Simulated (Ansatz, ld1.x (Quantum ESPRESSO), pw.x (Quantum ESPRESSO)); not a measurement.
# fluorine: does the ultrasoft potential hold in the solid?

- Element: fluorine (F)
- Generator: ld1.x (Quantum ESPRESSO) 7.5
- Type: ultrasoft
- Functional: PBE
- Relativity: scalar-relativistic
- Frozen core: [He]
- Valence charge: 7
- Reference configuration: 2s2 2p5
- Partial waves: 2s (bound): rcut 0.65, rcutus 0.80 bohr; 2s channel at -1.8 Ry: rcut 0.65, rcutus 0.80 bohr; 2p (bound): rcut 1.00, rcutus 1.05 bohr; 2p channel at 0.6 Ry: rcut 1.00, rcutus 1.05 bohr; 3d channel at -0.1 Ry: rcut 0.80, rcutus 1.05 bohr
- Local potential: all-electron potential smoothed inside 0.92 bohr (lloc = -1)
- Core correction: none
- Augmentation charge: PSQ, inside the norm-conserving radii

Atomic tests: cutoffs needed: 70 Ry and 120 Ry (the cutoffs (Ry, on a coarse ladder) from which the occupation-weighted sum of valence levels, in a spherical-Bessel basis at the reference potential, stays within 10 and 1 mRy of its value at 400 Ry); ghost test: no extra level below or beside the all-electron valence levels (s, p, d, f tested) (spherical-Bessel basis up to 400 Ry, 20 bohr box); largest excitation error: -406 meV (all-electron minus pseudo) for 2s2 2p1, out of 7 test configurations.

Crystal test: diamond F in pw.x 7.5, no spin, 9³ k-points, Fermi–Dirac smearing 0.01 Ry, cutoffs 145/900 Ry. The reference is all-electron LAPW (Ansatz 0.2.0) with the same functional, mesh and smearing; V0 and B0 come from Birch–Murnaghan fits to the pressures at five volumes. Errors are pseudo minus all-electron; Δ is the rms difference of the E(V) curves that follow from these fits, minima aligned, over ±6 % about the mean V0. Mesh and smearing are coarse, so the numbers serve the comparison and aren't converged zero-temperature values; the lattice is a test structure that the element need not adopt.

```json
{"V (Å³/atom)": "14.052", "P all-electron (GPa)": "2.06", "P pseudo (GPa)": "2.05"}
{"V (Å³/atom)": "14.422", "P all-electron (GPa)": "0.94", "P pseudo (GPa)": "0.94"}
{"V (Å³/atom)": "14.792", "P all-electron (GPa)": "-0.01", "P pseudo (GPa)": "-0.01"}
{"V (Å³/atom)": "15.162", "P all-electron (GPa)": "-0.82", "P pseudo (GPa)": "-0.82"}
{"V (Å³/atom)": "15.532", "P all-electron (GPa)": "-1.51", "P pseudo (GPa)": "-1.51"}
```

All-electron: a0 = 4.909 Å (V0 = 14.79 Å³/atom), B0 = 35.2 GPa.

Pseudopotential: mean pressure error (GPa): -0.00; a0 (Å): 4.909; a0 error (%): -0.00; B0 error (%): -0.1; Δ (meV/atom): 0.0.

**Question.** At the middle volume, how do free energy and pressure move when the wave cutoff is lowered (ecutrho held at 900 Ry)?

**Answer.**

```
cutoff (Ry)  shift of F (meV/atom)  shift of P (GPa)
         65                  +88.3             -6.19
         87                  +32.6             -0.33
        116                   +6.4             -0.52
```

Input at the middle volume:

```
&control
  calculation='scf', prefix='x', pseudo_dir='./', outdir='./tmp', tstress=.true., disk_io='low'
/
&system
  ibrav=0, nat=2, ntyp=1, ecutwfc=145, ecutrho=900, nbnd=15,
  occupations='smearing', smearing='fd', degauss=0.01
/
&electrons
  conv_thr=1e-09, mixing_beta=0.4, electron_maxstep=70
/
ATOMIC_SPECIES
F 1.0 F.UPF
CELL_PARAMETERS angstrom
  0.00000000 2.45475959 2.45475959
  2.45475959 0.00000000 2.45475959
  2.45475959 2.45475959 0.00000000
ATOMIC_POSITIONS crystal
F 0.0000 0.0000 0.0000
F 0.2500 0.2500 0.2500
K_POINTS automatic
9 9 9 0 0 0
```

```bash
pw.x < F.scf.in > F.scf.out
```

Lines of the output:

```
Message from routine setup:
     using ibrav=0 with symmetry is DISCOURAGED, use correct ibrav instead
     lattice parameter (alat)  =       6.5603  a.u.
     unit-cell volume          =     199.6427 (a.u.)^3
     number of electrons       =        14.00
     number of Kohn-Sham states=           15
     kinetic-energy cutoff     =     145.0000  Ry
     charge density cutoff     =     900.0000  Ry
     scf convergence threshold =      1.0E-09
     Exchange-correlation= PBE
     number of k points=    35  Fermi-Dirac smearing, width (Ry)=  0.0100
     iteration #  1     ecut=   145.00 Ry     beta= 0.40
     total energy              =     -96.88444003 Ry
     estimated scf accuracy    <       0.00010768 Ry
     iteration #  2     ecut=   145.00 Ry     beta= 0.40
     total energy              =     -96.88445918 Ry
     estimated scf accuracy    <       0.00002819 Ry
     iteration #  3     ecut=   145.00 Ry     beta= 0.40
     total energy              =     -96.88446372 Ry
     estimated scf accuracy    <       0.00000353 Ry
     iteration #  4     ecut=   145.00 Ry     beta= 0.40
     total energy              =     -96.88446475 Ry
     estimated scf accuracy    <       0.00000014 Ry
     iteration #  5     ecut=   145.00 Ry     beta= 0.40
     total energy              =     -96.88446511 Ry
     estimated scf accuracy    <       0.00000004 Ry
     iteration #  6     ecut=   145.00 Ry     beta= 0.40
     total energy              =     -96.88446523 Ry
     estimated scf accuracy    <          8.1E-09 Ry
     iteration #  7     ecut=   145.00 Ry     beta= 0.40
     the Fermi energy is    -3.4496 ev
!    total energy              =     -96.88446527 Ry
     estimated scf accuracy    <          2.8E-11 Ry
     smearing contrib. (-TS)   =      -0.02160108 Ry
     The total energy is F=E-TS. E is the sum of the following terms:
     one-electron contribution =     -56.24980044 Ry
     hartree contribution      =      34.35612691 Ry
     xc contribution           =     -18.06831611 Ry
     ewald contribution        =     -56.90087455 Ry
     convergence has been achieved in   7 iterations
          total   stress  (Ry/bohr**3)                   (kbar)     P=       -0.13
```

The 8 pw.x runs together took about 8.5 min on one core of a shared server CPU.
